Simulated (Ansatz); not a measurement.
Input and command of a calculation in Ansatz (plane waves; scalar-relativistic PAW potentials unless the input names others):

```yaml
crystal:
  lattice:
    - [-3.1086654069, 3.1086654069, 1.4683490857]
    - [3.1086654069, -3.1086654069, 1.4683490857]
    - [3.1086654069, 3.1086654069, -1.4683490857]
  atoms:
    - { symbol: In, position: [0.25, 0.75, 0.5] }
    - { symbol: Sb, position: [0.0, 0.0, 0.0] }
basis:
  ecutwfc: 420
kpoints:
  mp_grid: { grid: [22, 22, 22] }
hamiltonian:
  xc: lda
scf:
  occupations: { method: gaussian, width: 0.15 }
output:
  forces: true
  eigenvalues: true
  stress: true
accuracy: high
```

```bash
ansatz run input.yaml --threads 1 --pin off --max-ram 2560MiB --backend cpu --events-out ev --progress --plain --runs-dir out
```

Abridged log:
```
Pseudopotentials: kind: paw
Pseudopotential: In, paw, valence charge 13, recommended cutoff 420 eV (normal)
Pseudopotential: Sb, paw, valence charge 15, recommended cutoff 420 eV (normal)
Functional definition: SPW92
Crystal: 2 atoms, lattice volume = 56.759 Å³
Basis set: ecut = 420 eV, 1141 PW (Γ)
Bands: 18, of which v1, the nominal top of the filled ones, is band 14 counted from 1 (13 counted from 0)
Symmetry: 8 space group operations
Space group: I-4m2 (ITA 119), of the structure as read, at distance tolerance 3.8e-5 Å
k-points: 834 of 10648 (time reversal used)
Initial density: superposition of atomic densities (neutral atoms: chi_scale 0, normalization atom), corrected by the library's trained network
Initial wavefunctions: pseudopotential atomic-orbital guess
Functional: x = slater, c = lda
SCF iter   1: F=—  HF=-11792.841538 eV  |F-HF|=—  |Δ(HF+E_count)|=         —  Δρ=6.62e-3  dr2=1.23e-2  ethr=1.77e-3  ⟨swp⟩=5.5  Hψ=74594  notcnv=0
SCF iter   2: F=—  HF=-11792.835272 eV  |F-HF|=—  |Δ(HF+E_count)|=   6.27e-3  Δρ=3.29e-3  dr2=3.13e-3  ethr=4.38e-5  ⟨swp⟩=2.3  Hψ=26681  notcnv=0
SCF iter   3: F=—  HF=-11792.834187 eV  |F-HF|=—  |Δ(HF+E_count)|=   1.08e-3  Δρ=4.15e-4  dr2=1.53e-4  ethr=1.12e-5  ⟨swp⟩=2.0  Hψ=23346  notcnv=0
SCF iter   4: F=—  HF=-11792.834153 eV  |F-HF|=—  |Δ(HF+E_count)|=   3.37e-5  Δρ=2.38e-4  dr2=3.15e-5  ethr=5.48e-7  ⟨swp⟩=2.0  Hψ=26728  notcnv=0
SCF iter   5: F=—  HF=-11792.834141 eV  |F-HF|=—  |Δ(HF+E_count)|=   1.25e-5  Δρ=4.45e-5  dr2=1.72e-6  ethr=1.12e-7  ⟨swp⟩=2.0  Hψ=24059  notcnv=0
SCF iter   6: F=—  HF=-11792.834140 eV  |F-HF|=—  |Δ(HF+E_count)|=   4.46e-7  Δρ=2.00e-5  dr2=2.09e-7  ethr=6.13e-9  ⟨swp⟩=2.9  Hψ=26950  notcnv=0
SCF iter   7: F=-11792.834140 eV  HF=-11792.834140 eV  |F-HF|=7.03e-9  |Δ(HF+E_count)|=   6.97e-8  Δρ=5.16e-6  dr2=1.07e-8  ethr=3.57e-10  ⟨swp⟩=5.4  Hψ=60611  notcnv=0
SCF iter   8: F=—  HF=-11792.834140 eV  |F-HF|=—  |Δ(HF+E_count)|=   3.65e-9  Δρ=7.48e-7  dr2=4.15e-10  ethr=3.81e-11  ⟨swp⟩=2.0  Hψ=23939  notcnv=0
SCF iter   9: F=—  HF=-11792.834140 eV  |F-HF|=—  |Δ(HF+E_count)|=  9.09e-12  Δρ=2.77e-7  dr2=2.97e-11  ethr=1.48e-12  ⟨swp⟩=2.3  Hψ=20960  notcnv=0
SCF iter  10: F=-11792.834140 eV  HF=-11792.834140 eV  |F-HF|=0.00e0  |Δ(HF+E_count)|=  1.27e-11  Δρ=3.22e-8  dr2=7.22e-13  ethr=1.00e-12  ⟨swp⟩=5.9  Hψ=62582  notcnv=0
SCF 1 converged in 10 iterations: F = -11792.834140 eV  dr2 = 7.22e-13
SCF converged after 10 iterations
Free energy (F): -11792.834140 eV
Harris-Foulkes:  -11792.834140 eV  (|F-HF|=0.00e0)
Internal energy: -11792.821849 eV  (E = F + TS)
E sigma→0 (E₀):  -11792.827995 eV
Entropy (-TS):   -0.012291 eV (-6.146 meV/atom)
Fermi energy:    9.356184 eV
--- Forces (eV/Å), atoms counted from 1 ---
  atom   1  In     0.00000000     0.00000000     0.00000000
  atom   2  Sb     0.00000000     0.00000000     0.00000000
--- Stress (GPa, compression-positive) ---
       -5.578613       0.000000       0.000000
        0.000000      -5.578613       0.000000
        0.000000       0.000000       2.844310
  P = ⅓ Tr σ = -2.7710 GPa (-27.710 kbar)
```

Apart from outputs and empty bands, the input differs from a reference run on usual settings in accuracy: not typed → "high". The reference, at the same geometry (not necessarily relaxed), gave pressure -2.77 GPa, largest force 0.000 eV/Å, no gap on the mesh. This run converged in 10 SCF iterations (reference: 7) with an energy at zero smearing within 0.01 meV/atom of the reference's, pressure -2.77 GPa, largest force 0.000 eV/Å, no gap on the mesh.

It took 73 s on 1 thread of AMD EPYC 7R43 64-Core Processor (Zen 3), on a shared host, peak memory 1.1 GiB.